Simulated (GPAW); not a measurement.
Ta, 1 atom in the cell. It takes space group Im-3m (No. 229, cubic). The conventional cell has a = 3.303 Å, b = 3.303 Å, c = 3.303 Å, α = 90.00°, β = 90.00°, γ = 90.00°. Ta (site symmetry m-3m) is surrounded by 8 Ta at 2.86 Å. 

| Item | Value |
| --- | --- |
| Program | GPAW 26.7.0 |
| Task | relaxation of cell and atoms |
| Functional | PBE |
| Dispersion | D4 |
| Potentials or basis | GPAW PAW data sets (gpaw-data 1.2.1) |
| Cutoff | 600 eV |
| Basis | pw |
| k mesh | 11 × 11 × 11 |
| Occupations | fermi-dirac, width 0.05 eV |
| Spin | no spin polarisation |
| Maxiter | 150 |
| Optimizer | BFGS |
| Fmax | 0.02 eV/Å |
| Max steps | 60 |
| Convergence | density=1e-05 forces=0.0001 |

Potentials or basis: GPAW PAW data sets (gpaw-data 1.2.1), pw.

Launch:

```sh
$ OMP_NUM_THREADS=1 python run.py
```

Hardware: 1 thread of Arm Neoverse V1, on a shared host.

**Question.** Estimate the wall time of this run.

**Answer.** It took 14 s on 1 thread of Arm Neoverse V1, with other jobs on the host, peak memory 0.14 GiB. Counts: scf iterations 9, plane waves 615, bands 15, k points 56, ion steps 1.
